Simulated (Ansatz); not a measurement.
# Molecular dynamics of Si16Ge

input.yaml

```yaml
accuracy: low
crystal:
  lattice:
    - [0.0, 5.43, 5.43]
    - [5.43, 0.0, 5.43]
    - [5.43, 5.43, 0.0]
  atoms:
    - { symbol: Si, position: [0.00466448, 0.00462853, 0.00457854] }
    - { symbol: Si, position: [0.12559532, 0.12578905, 0.12607783] }
    - { symbol: Si, position: [0.00336146, 0.00335631, 0.48957748] }
    - { symbol: Si, position: [0.12961332, 0.12959246, 0.62051266] }
    - { symbol: Si, position: [0.00344649, 0.48929281, 0.00343136] }
    - { symbol: Si, position: [0.12964937, 0.62047543, 0.1295967] }
    - { symbol: Si, position: [-0.00182621, 0.50069334, 0.50069954] }
    - { symbol: Si, position: [0.12905881, 0.62078463, 0.62081799] }
    - { symbol: Si, position: [0.48910236, 0.00349629, 0.00348631] }
    - { symbol: Si, position: [0.62045183, 0.1296518, 0.12961998] }
    - { symbol: Si, position: [0.50070639, -0.00188615, 0.50071645] }
    - { symbol: Si, position: [0.6207461, 0.12907644, 0.62080028] }
    - { symbol: Si, position: [0.50073293, 0.50073677, -0.00197627] }
    - { symbol: Si, position: [0.62072296, 0.62074373, 0.12910037] }
    - { symbol: Si, position: [0.50029404, 0.50031093, 0.50033401] }
    - { symbol: Si, position: [0.62486086, 0.62480972, 0.62473265] }
    - { symbol: Ge, position: [0.8760229, 0.87632501, 0.8767711] }
basis:
  ecutwfc: 420.0
kpoints:
  mp_grid: { grid: [2, 2, 2] }
hamiltonian:
  xc: pbe
  pseudopotentials: { kind: paw, azcp: { folder: soft_1 } }
scf:
  occupations: { method: fermi_dirac, width: 0.05 }
  lower_state_search: "off"
md:
  timestep: 2
  n_steps: 150
  ensemble: nvt_nose_hoover
  temperature: 1200.0
  initial_velocities: maxwell_boltzmann
  seed: 554109
  nose_hoover: { tau: 100.0, chain_length: 5 }
```

Command:

```bash
$ ansatz run input.yaml --threads 1 --pin off --max-ram 3072MiB --backend cpu --events-out ev --progress --plain --runs-dir out
```

It starts from a relaxed structure.

Output, in part (step lines):

```
md step     0: t =     0.00 fs  T =  1200.0 K  F+E_penalty+E_count = -14463.36696309 eV  E_kin = 2.481792 eV  conserved = -14460.88517111 eV  (9 SCF iters)
md step     1: t =     2.00 fs  T =  1174.4 K  F+E_penalty+E_count = -14463.31354415 eV  E_kin = 2.428934 eV  conserved = -14460.88461491 eV  (7 SCF iters)
md step     2: t =     4.00 fs  T =  1100.7 K  F+E_penalty+E_count = -14463.15981970 eV  E_kin = 2.276490 eV  conserved = -14460.88338863 eV  (7 SCF iters)
md step     3: t =     6.00 fs  T =   988.1 K  F+E_penalty+E_count = -14462.92482394 eV  E_kin = 2.043452 eV  conserved = -14460.88162809 eV  (8 SCF iters)
md step     4: t =     8.00 fs  T =   849.7 K  F+E_penalty+E_count = -14462.63611582 eV  E_kin = 1.757280 eV  conserved = -14460.87953444 eV  (7 SCF iters)
md step     5: t =    10.00 fs  T =   701.4 K  F+E_penalty+E_count = -14462.32653346 eV  E_kin = 1.450620 eV  conserved = -14460.87735693 eV  (6 SCF iters)
md step     6: t =    12.00 fs  T =   559.6 K  F+E_penalty+E_count = -14462.03028663 eV  E_kin = 1.157407 eV  conserved = -14460.87535763 eV  (4 SCF iters)
md step     7: t =    14.00 fs  T =   439.4 K  F+E_penalty+E_count = -14461.77887596 eV  E_kin = 0.908845 eV  conserved = -14460.87376761 eV  (4 SCF iters)
[... lines left out ...]
md step   150: t =   300.00 fs  T =  1221.7 K  F+E_penalty+E_count = -14461.31792586 eV  E_kin = 2.526687 eV  conserved = -14460.87549639 eV  (7 SCF iters)
```

The steps, from the saved trajectory:

```tsv
time (fs)	T (K)	potential energy less start (eV)	conserved less start (meV/atom)
0.0	1200	0.000	0.00
10.0	701	1.040	0.46
20.0	306	1.869	0.73
30.0	732	1.005	0.29
40.0	886	0.743	0.17
50.0	450	1.706	0.66
60.0	524	1.594	0.42
70.0	676	1.360	0.34
80.0	478	1.856	0.57
90.0	447	1.984	0.63
100.0	732	1.480	0.44
110.0	821	1.405	0.39
120.0	557	2.033	0.57
130.0	619	1.961	0.70
140.0	1099	1.043	0.21
150.0	871	1.602	0.64
160.0	653	2.108	0.69
170.0	741	1.982	0.73
180.0	1085	1.344	0.47
190.0	1085	1.439	0.56
200.0	889	1.924	0.68
210.0	959	1.855	0.69
220.0	1176	1.495	0.46
230.0	1043	1.863	0.73
240.0	968	2.096	0.60
250.0	835	2.446	0.88
260.0	1041	2.093	0.57
270.0	952	2.363	0.68
280.0	802	2.746	0.86
290.0	1083	2.240	0.69
300.0	1222	2.049	0.57
```

All steps were run. The conserved energy stayed within 0.9 meV per atom of its start (net change 0.57 meV per atom), so the integration is sound. The mean temperature of the second half is 20 % below the set value. A run of 0.3 ps of so small a system gives no equilibrium averages. Limits of this set-up: coarse k mesh, low accuracy level.

Mean squared displacements from the first frame to the last, about the centre of mass: Si 0.49 Å², Ge 1.17 Å².

Last frame:

```xyz
17
Lattice="0.0000 5.4300 5.4300 5.4300 0.0000 5.4300 5.4300 5.4300 0.0000" Properties=species:S:1:pos:R:3
Si 0.944 -1.040 0.509
Si 1.163 1.935 1.260
Si 2.818 2.798 -0.267
Si 4.316 3.776 1.373
Si 2.121 0.207 2.415
Si 4.960 1.727 5.239
Si 5.482 2.257 2.857
Si 6.605 4.020 3.882
Si -0.419 2.958 2.676
Si 1.566 3.685 3.844
Si 2.813 5.082 2.586
Si 3.987 6.537 3.735
Si 2.521 2.043 5.408
Si 3.523 3.980 6.610
Si 5.204 5.409 5.275
Si 6.701 6.145 6.804
Ge 9.525 10.600 9.557
```

The run took 15 min on 1 thread of Arm Neoverse V1 (shared host), peak memory 0.61 GiB.
